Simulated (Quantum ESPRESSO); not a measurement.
# Os (P6_3/mmc) in Quantum ESPRESSO: notebook

The runs below take Os through band structure, with LDA, PBEsol, PBE, RPBE, AM05.

Program: Quantum ESPRESSO 7.5. These are calculated values, not measurements. Logs are shortened: lines on timing, memory, paths and dates and some standing lists are left out, and cuts for length are marked.

## 1. The crystal as given

Symmetry: P6_3/mmc, No. 194, hexagonal system. Conventional cell: a = 2.734 Å, b = 2.734 Å, c = 4.320 Å, α = 90.00°, β = 90.00°, γ = 120.00°. Os (site symmetry -6m2) is surrounded by 12 Os at 2.68 to 2.73 Å.

## 2. Band structure, LDA

The input, pw.in:

```
&CONTROL
  calculation = 'scf'
  prefix = 'pwscf'
  outdir = './tmp'
  pseudo_dir = './pseudo'
  tprnfor = .true.
  tstress = .true.
  disk_io = 'low'
/
&SYSTEM
  ibrav = 0
  celldm(1) = 8
  nat = 2
  ntyp = 1
  ecutwfc = 70
  nbnd = 24
  input_dft = 'pz'
  occupations = 'smearing'
  smearing = 'fd'
  degauss = 0.00367493
/
&ELECTRONS
  conv_thr = 4d-10
  electron_maxstep = 120
  mixing_beta = 0.5
/
ATOMIC_SPECIES
Os   190.2300 Os_ONCV_PBE-1.2.upf
CELL_PARAMETERS alat
  0.6458375246674   0.0000000000000   0.0000000000000
 -0.3229187623337   0.5593117030823   0.0000000000000
  0.0000000000000   0.0000000000000   1.0203812425682
ATOMIC_POSITIONS crystal
Os     0.6666666667    0.3333333333    0.7500000000
Os     0.3333333333    0.6666666667    0.2500000000
K_POINTS automatic
11 11 6 0 0 0
```

The input, pp_density.in:

```
&INPUTPP
  prefix = 'pwscf'
  outdir = './tmp'
  filplot = 'density.dat'
  plot_num = 0
/
&PLOT
  nfile = 1
  filepp(1) = 'density.dat'
  iflag = 3
  output_format = 6
  fileout = 'density.cube'
/
```

The input, pp_potential.in:

```
&INPUTPP
  prefix = 'pwscf'
  outdir = './tmp'
  filplot = 'potential.dat'
  plot_num = 11
/
&PLOT
  nfile = 1
  filepp(1) = 'potential.dat'
  iflag = 3
  output_format = 6
  fileout = 'potential.cube'
/
```

The input, pp_elf.in:

```
&INPUTPP
  prefix = 'pwscf'
  outdir = './tmp'
  filplot = 'elf.dat'
  plot_num = 8
/
&PLOT
  nfile = 1
  filepp(1) = 'elf.dat'
  iflag = 3
  output_format = 6
  fileout = 'elf.cube'
/
```

The input, bands.in:

```
&CONTROL
  calculation = 'bands'
  prefix = 'pwscf'
  outdir = './tmp'
  pseudo_dir = './pseudo'
  disk_io = 'low'
  verbosity = 'high'
/
&SYSTEM
  ibrav = 0
  celldm(1) = 8
  nat = 2
  ntyp = 1
  ecutwfc = 70
  nbnd = 24
  input_dft = 'pz'
  occupations = 'smearing'
  smearing = 'fd'
  degauss = 0.00367493
/
&ELECTRONS
  conv_thr = 1d-08
  electron_maxstep = 120
  mixing_beta = 0.5
  diago_full_acc = .true.
  startingwfc = 'random'
/
ATOMIC_SPECIES
Os   190.2300 Os_ONCV_PBE-1.2.upf
CELL_PARAMETERS alat
  0.6458375246674   0.0000000000000   0.0000000000000
 -0.3229187623337   0.5593117030823   0.0000000000000
  0.0000000000000   0.0000000000000   1.0203812425682
ATOMIC_POSITIONS crystal
Os     0.6666666667    0.3333333333    0.7500000000
Os     0.3333333333    0.6666666667    0.2500000000
K_POINTS crystal
60
 0.0000000000  0.0000000000  0.0000000000 1
 0.0714285714  0.0000000000  0.0000000000 1
 0.1428571429  0.0000000000  0.0000000000 1
 0.2142857143  0.0000000000  0.0000000000 1
 0.2857142857  0.0000000000  0.0000000000 1
 0.3571428571  0.0000000000  0.0000000000 1
 0.4285714286  0.0000000000  0.0000000000 1
 0.5000000000  0.0000000000  0.0000000000 1
 0.4583333333  0.0833333333  0.0000000000 1
 0.4166666667  0.1666666667  0.0000000000 1
 0.3750000000  0.2500000000  0.0000000000 1
 0.3333333333  0.3333333333  0.0000000000 1
 0.2962962963  0.2962962963  0.0000000000 1
 0.2592592593  0.2592592593  0.0000000000 1
 0.2222222222  0.2222222222  0.0000000000 1
 0.1851851852  0.1851851852  0.0000000000 1
 0.1481481481  0.1481481481  0.0000000000 1
 0.1111111111  0.1111111111  0.0000000000 1
 0.0740740741  0.0740740741  0.0000000000 1
 0.0370370370  0.0370370370  0.0000000000 1
 0.0000000000  0.0000000000  0.0000000000 1
 0.0000000000  0.0000000000  0.1250000000 1
 0.0000000000  0.0000000000  0.2500000000 1
 0.0000000000  0.0000000000  0.3750000000 1
 0.0000000000  0.0000000000  0.5000000000 1
 0.0625000000  0.0000000000  0.5000000000 1
 0.1250000000  0.0000000000  0.5000000000 1
 0.1875000000  0.0000000000  0.5000000000 1
 0.2500000000  0.0000000000  0.5000000000 1
 0.3125000000  0.0000000000  0.5000000000 1
 0.3750000000  0.0000000000  0.5000000000 1
 0.4375000000  0.0000000000  0.5000000000 1
 0.5000000000  0.0000000000  0.5000000000 1
 0.4666666667  0.0666666667  0.5000000000 1
 0.4333333333  0.1333333333  0.5000000000 1
 0.4000000000  0.2000000000  0.5000000000 1
 0.3666666667  0.2666666667  0.5000000000 1
 0.3333333333  0.3333333333  0.5000000000 1
 0.3030303030  0.3030303030  0.5000000000 1
 0.2727272727  0.2727272727  0.5000000000 1
 0.2424242424  0.2424242424  0.5000000000 1
 0.2121212121  0.2121212121  0.5000000000 1
 0.1818181818  0.1818181818  0.5000000000 1
 0.1515151515  0.1515151515  0.5000000000 1
 0.1212121212  0.1212121212  0.5000000000 1
 0.0909090909  0.0909090909  0.5000000000 1
 0.0606060606  0.0606060606  0.5000000000 1
 0.0303030303  0.0303030303  0.5000000000 1
 0.0000000000  0.0000000000  0.5000000000 1
 0.5000000000  0.0000000000  0.5000000000 1
 0.5000000000  0.0000000000  0.3750000000 1
 0.5000000000  0.0000000000  0.2500000000 1
 0.5000000000  0.0000000000  0.1250000000 1
 0.5000000000  0.0000000000  0.0000000000 1
 0.3333333333  0.3333333333  0.0000000000 1
 0.3333333333  0.3333333333  0.1000000000 1
 0.3333333333  0.3333333333  0.2000000000 1
 0.3333333333  0.3333333333  0.3000000000 1
 0.3333333333  0.3333333333  0.4000000000 1
 0.3333333333  0.3333333333  0.5000000000 1
```

Potentials or basis: SG15 PBE 1.2.

Run with:

```bash
$ OMP_NUM_THREADS=1 pw.x -in pw.in > pw.out
$ OMP_NUM_THREADS=1 pp.x -in pp_density.in > pp_density.out
$ OMP_NUM_THREADS=1 pp.x -in pp_potential.in > pp_potential.out
$ OMP_NUM_THREADS=1 pp.x -in pp_elf.in > pp_elf.out
$ OMP_NUM_THREADS=1 pw.x -in bands.in > bands.out
```

pw.out:

```text
This program is part of the open-source Quantum ESPRESSO suite
     for quantum simulation of materials; please cite
         "P. Giannozzi et al., J. Phys.:Condens. Matter 21 395502 (2009);
         "P. Giannozzi et al., J. Phys.:Condens. Matter 29 465901 (2017);
         "P. Giannozzi et al., J. Chem. Phys. 152 154105 (2020);
     in publications or presentations arising from this work. More details at

     IMPORTANT: XC functional enforced from input :
     Exchange-correlation= PZ
                           (   1   1   0   0   0   0   0)
     Any further DFT definition will be discarded
     Please, verify this is what you really want

     Message from routine setup:
     using ibrav=0 with symmetry is DISCOURAGED, use correct ibrav instead

     G-vector sticks info
     --------------------
     sticks:   dense  smooth     PW     G-vecs:    dense   smooth      PW
     Sum         511     511    163                14989    14989    2489

     Using Slab Decomposition

     bravais-lattice index     =            0
     lattice parameter (alat)  =       8.0000  a.u.
     unit-cell volume          =     188.7164 (a.u.)^3
     number of atoms/cell      =            2
     number of atomic types    =            1
     number of electrons       =        32.00
     number of Kohn-Sham states=           24
     kinetic-energy cutoff     =      70.0000  Ry
     charge density cutoff     =     280.0000  Ry
     scf convergence threshold =      4.0E-10
     mixing beta               =       0.5000
     number of iterations used =            8  plain     mixing
     Exchange-correlation= PZ
                           (   1   1   0   0   0   0   0)

     celldm(1)=   8.000000  celldm(2)=   0.000000  celldm(3)=   0.000000
     celldm(4)=   0.000000  celldm(5)=   0.000000  celldm(6)=   0.000000

     crystal axes: (cart. coord. in units of alat)
               a(1) = (   0.645838   0.000000   0.000000 )
               a(2) = (  -0.322919   0.559312   0.000000 )
               a(3) = (   0.000000   0.000000   1.020381 )

     reciprocal axes: (cart. coord. in units 2 pi/alat)
               b(1) = (  1.548377  0.893956 -0.000000 )
               b(2) = (  0.000000  1.787912  0.000000 )
               b(3) = (  0.000000 -0.000000  0.980026 )

     PseudoPot. # 1 for Os read from file:
     Os_ONCV_PBE-1.2.upf
     Pseudo is Norm-conserving, Zval = 16.0
     Generated using ONCVPSP code by D. R. Hamann
     Using radial grid of  602 points,  8 beta functions with:
                l(1) =   0
                l(2) =   0
                l(3) =   1
                l(4) =   1
                l(5) =   2
                l(6) =   2
                l(7) =   3
                l(8) =   3

     atomic species   valence    mass     pseudopotential
     Os               16.00   190.23000     Os( 1.00)

     24 Sym. Ops., with inversion, found (12 have fractional translation)

   Cartesian axes

     site n.     atom                  positions (alat units)
         1        Os     tau(   1) = (   0.3229188   0.1864372   0.7652859  )
         2        Os     tau(   2) = (  -0.0000000   0.3728745   0.2550953  )

     number of k points=    64  Fermi-Dirac smearing, width (Ry)=  0.0037
                       cart. coord. in units 2pi/alat
        k(    1) = (   0.0000000   0.0000000   0.0000000), wk =   0.0027548
        k(    2) = (   0.0000000   0.0000000   0.1633376), wk =   0.0055096
        k(    3) = (   0.0000000   0.0000000   0.3266753), wk =   0.0055096
        k(    4) = (   0.0000000   0.0000000  -0.4900129), wk =   0.0027548
        k(    5) = (   0.0000000   0.1625374   0.0000000), wk =   0.0165289
        k(    6) = (   0.0000000   0.1625374   0.1633376), wk =   0.0330579
[... 56 lines left out ...]
        k(   63) = (   0.4222846   0.8939559   0.3266753), wk =   0.0330579
        k(   64) = (   0.4222846   0.8939559  -0.4900129), wk =   0.0165289

     Dense  grid:    14989 G-vectors     FFT dimensions: (  27,  27,  48)

     Initial potential from superposition of free atoms

     starting charge      31.9187, renormalised to      32.0000
     Starting wfcs are random

     Self-consistent Calculation

     iteration #  1     ecut=    70.00 Ry     beta= 0.50
     Davidson diagonalization with overlap
     ethr =  1.00E-02,  avg # of iterations =  8.1

     Threshold (ethr) on eigenvalues was too large:
     Diagonalizing with lowered threshold

     Davidson diagonalization with overlap
     ethr =  4.08E-04,  avg # of iterations =  1.7

     total energy              =    -367.76303088 Ry
     estimated scf accuracy    <       0.12517406 Ry

     iteration #  2     ecut=    70.00 Ry     beta= 0.50
     Davidson diagonalization with overlap
     ethr =  3.91E-04,  avg # of iterations =  2.1

     total energy              =    -367.78631622 Ry
     estimated scf accuracy    <       0.00161406 Ry

     iteration #  3     ecut=    70.00 Ry     beta= 0.50
     Davidson diagonalization with overlap
     ethr =  5.04E-06,  avg # of iterations =  5.0

     total energy              =    -367.78636886 Ry
     estimated scf accuracy    <       0.00027302 Ry

     iteration #  4     ecut=    70.00 Ry     beta= 0.50
     Davidson diagonalization with overlap
     ethr =  8.53E-07,  avg # of iterations =  1.2

     total energy              =    -367.78638157 Ry
     estimated scf accuracy    <       0.00000526 Ry

     iteration #  5     ecut=    70.00 Ry     beta= 0.50
     Davidson diagonalization with overlap
     ethr =  1.64E-08,  avg # of iterations =  2.0

     total energy              =    -367.78638296 Ry
     estimated scf accuracy    <       0.00000053 Ry

     iteration #  6     ecut=    70.00 Ry     beta= 0.50
     Davidson diagonalization with overlap
     ethr =  1.66E-09,  avg # of iterations =  2.0

     total energy              =    -367.78638308 Ry
     estimated scf accuracy    <       0.00000002 Ry

     iteration #  7     ecut=    70.00 Ry     beta= 0.50
     Davidson diagonalization with overlap
     ethr =  7.54E-11,  avg # of iterations =  2.0

     End of self-consistent calculation

          k = 0.0000 0.0000 0.0000 (  1809 PWs)   bands (ev):

   -60.5401 -60.4227 -20.4692 -19.5095 -19.5095 -19.3282 -19.3282 -19.2788
    14.9572  18.1568  22.9627  22.9627  23.2181  23.8169  23.8169  24.4770
    24.4770  26.0207  27.7712  27.7712  34.9729  39.2984  41.6959  43.0071

          k = 0.0000 0.0000 0.1633 (  1852 PWs)   bands (ev):

   -60.5323 -60.4308 -20.3939 -19.4975 -19.4975 -19.3635 -19.3404 -19.3404
    15.3041  18.1927  22.7841  22.7841  23.0200  23.5981  23.5981  24.9675
    24.9675  24.9845  27.8050  27.8050  36.4627  38.7292  41.9618  43.0964

          k = 0.0000 0.0000 0.3267 (  1858 PWs)   bands (ev):

   -60.5110 -60.4524 -20.1851 -19.5908 -19.4645 -19.4645 -19.3738 -19.3738
    16.2477  18.1084  22.5887  22.6406  22.6406  23.1464  23.1464  23.2661
    25.9651  25.9651  27.6373  27.6373  38.4622  39.5982  40.3862  44.7111

          k = 0.0000 0.0000-0.4900 (  1846 PWs)   bands (ev):

   -60.4817 -60.4817 -19.8926 -19.8926 -19.4193 -19.4193 -19.4193 -19.4193
    17.4155  17.4155  22.4249  22.4249  22.7705  22.7705  22.7705  22.7705
    26.9773  26.9773  26.9773  26.9773  39.0012  39.0012  43.3093  43.3093

          k = 0.0000 0.1625 0.0000 (  1850 PWs)   bands (ev):

   -60.5334 -60.4203 -20.4405 -19.5705 -19.5302 -19.3921 -19.3368 -19.2928
    15.2942  18.4539  22.4006  23.2579  23.5783  23.7375  23.9886  24.0930
    24.2429  24.9858  27.9366  29.3827  34.9500  39.9947  42.1170  43.5563

          k = 0.0000 0.1625 0.1633 (  1843 PWs)   bands (ev):

   -60.5259 -60.4279 -20.3705 -19.5558 -19.5173 -19.4423 -19.3499 -19.3355
    15.6310  18.5030  22.3891  23.0208  23.0752  23.1600  23.8493  24.4214
    24.8254  24.9915  27.9284  28.8049  36.4700  39.4154  42.3292  43.4504

          k = 0.0000 0.1625 0.3267 (  1859 PWs)   bands (ev):

   -60.5053 -60.4488 -20.1769 -19.6325 -19.5142 -19.4822 -19.3972 -19.3856
    16.5536  18.4393  22.2323  22.3588  22.5683  22.8616  23.3911  23.6439
    25.8675  25.9875  27.6675  28.0334  39.1211  39.3417  40.9897  44.3639

          k = 0.0000 0.1625-0.4900 (  1856 PWs)   bands (ev):

   -60.4771 -60.4771 -19.9068 -19.9068 -19.4577 -19.4577 -19.4340 -19.4340
    17.7237  17.7237  21.9334  21.9334  22.9106  22.9106  23.0027  23.0027
    26.9258  26.9258  27.1110  27.1110  39.5283  39.5283  42.9662  42.9662
[... 307 lines left out ...]
          k = 0.4223 0.7314-0.4900 (  1870 PWs)   bands (ev):

   -60.4196 -60.4196 -20.2453 -20.2453 -19.8648 -19.8648 -19.4960 -19.4960
    19.7030  19.7030  21.4027  21.4027  22.5324  22.5324  24.4635  24.4635
    28.1651  28.1651  32.0965  32.0965  36.3003  36.3003  39.0977  39.0977

          k = 0.4223 0.8940 0.0000 (  1875 PWs)   bands (ev):

   -60.4226 -60.4106 -20.1501 -19.9610 -19.9460 -19.8299 -19.7223 -19.7089
    19.4750  20.3728  20.4915  21.5292  22.4092  22.8121  24.6029  27.3468
    27.8852  28.2053  31.2268  31.3204  33.2989  38.7886  40.6841  40.9990

          k = 0.4223 0.8940 0.1633 (  1870 PWs)   bands (ev):

   -60.4218 -60.4114 -20.1595 -20.0526 -20.0256 -19.7590 -19.7025 -19.6138
    19.5837  20.4068  20.5380  21.2689  22.4581  22.8435  24.5459  27.2511
    27.4145  28.0306  31.6068  31.6263  34.2718  38.2166  38.6283  40.7222

          k = 0.4223 0.8940 0.3267 (  1873 PWs)   bands (ev):

   -60.4196 -60.4136 -20.2197 -20.1761 -20.0044 -19.8287 -19.5607 -19.5131
    19.7117  20.3390  20.7887  21.1089  22.4648  22.8232  24.5011  25.7022
    27.5686  28.0317  32.5123  32.8470  35.7029  36.8752  36.9598  39.4524

          k = 0.4223 0.8940-0.4900 (  1870 PWs)   bands (ev):

   -60.4166 -60.4166 -20.2383 -20.2383 -19.9202 -19.9202 -19.4903 -19.4903
    19.9213  19.9213  21.1952  21.1952  22.5661  22.5661  24.7405  24.7405
    27.7965  27.7965  33.7081  33.7081  35.3845  35.3845  38.0455  38.0455

     the Fermi energy is    26.0022 ev

!    total energy              =    -367.78638309 Ry
     estimated scf accuracy    <          2.0E-10 Ry
     smearing contrib. (-TS)   =      -0.00095619 Ry
     internal energy E=F+TS    =    -367.78542690 Ry

     The total energy is F=E-TS. E is the sum of the following terms:
     one-electron contribution =     -50.62193868 Ry
     hartree contribution      =      45.39203052 Ry
     xc contribution           =     -37.79585801 Ry
     ewald contribution        =    -324.75966074 Ry

     convergence has been achieved in   7 iterations

     Forces acting on atoms (cartesian axes, Ry/au):

     atom    1 type  1   force =     0.00000000    0.00000000    0.00000000
     atom    2 type  1   force =    -0.00000000   -0.00000000    0.00000000

     Total force =     0.000000     Total SCF correction =     0.000000

     Computing stress (Cartesian axis) and pressure

          total   stress  (Ry/bohr**3)                   (kbar)     P=      -58.17
  -0.00039192  -0.00000000  -0.00000000          -57.65       -0.00       -0.00
  -0.00000000  -0.00039192  -0.00000000           -0.00      -57.65       -0.00
  -0.00000000  -0.00000000  -0.00040256           -0.00       -0.00      -59.22

=------------------------------------------------------------------------------=
   JOB DONE.
=------------------------------------------------------------------------------=
```

Wall time 77 s (1 thread of Arm Neoverse V1, shared host); peak memory 0.09 GiB.

Results:

* Free energy: -5003.9887 eV
* Pressure: -5.8 GPa
* Band gap on the k mesh: none (metal or under the smearing width)

Levels at the corners of the path, in eV from the Fermi level:
| point | band 12 | band 13 | band 14 | band 15 | band 16 | band 17 | band 18 | band 19 | band 20 | band 21 |
| --- | --- | --- | --- | --- | --- | --- | --- | --- | --- | --- |
| Γ | -3.04 | -2.78 | -2.19 | -2.19 | -1.53 | -1.53 | 0.02 | 1.77 | 1.77 | 8.97 |
| M | -3.54 | -2.91 | -2.55 | -1.85 | 2.15 | 2.72 | 2.85 | 4.52 | 5.75 | 9.13 |
| K | -4.61 | -3.42 | -3.42 | -1.30 | 1.56 | 1.56 | 2.17 | 5.20 | 5.20 | 7.11 |
| Γ | -3.04 | -2.78 | -2.19 | -2.19 | -1.53 | -1.53 | 0.02 | 1.77 | 1.77 | 8.97 |
| A | -3.58 | -3.23 | -3.23 | -3.23 | -3.23 | 0.97 | 0.97 | 0.97 | 0.97 | 13.00 |
| L | -5.34 | -1.18 | -1.18 | -0.16 | -0.16 | 2.49 | 2.49 | 3.38 | 3.38 | 9.02 |
| H | -4.95 | -3.42 | -3.42 | -1.33 | -1.33 | 1.69 | 1.69 | 8.39 | 8.39 | 9.26 |
| A | -3.58 | -3.23 | -3.23 | -3.23 | -3.23 | 0.97 | 0.97 | 0.97 | 0.97 | 13.00 |
| L | -5.34 | -1.18 | -1.18 | -0.16 | -0.16 | 2.49 | 2.49 | 3.38 | 3.38 | 9.02 |
| M | -3.54 | -2.91 | -2.55 | -1.85 | 2.15 | 2.72 | 2.85 | 4.52 | 5.75 | 9.13 |
| K | -4.61 | -3.42 | -3.42 | -1.30 | 1.56 | 1.56 | 2.17 | 5.20 | 5.20 | 7.11 |
| H | -4.95 | -3.42 | -3.42 | -1.33 | -1.33 | 1.69 | 1.69 | 8.39 | 8.39 | 9.26 |

Caveat: the potentials were made for another functional, which shifts forces and pressure; spin-orbit coupling is left out, which moves the levels of the heavy elements.

[end of part 1 of 4]
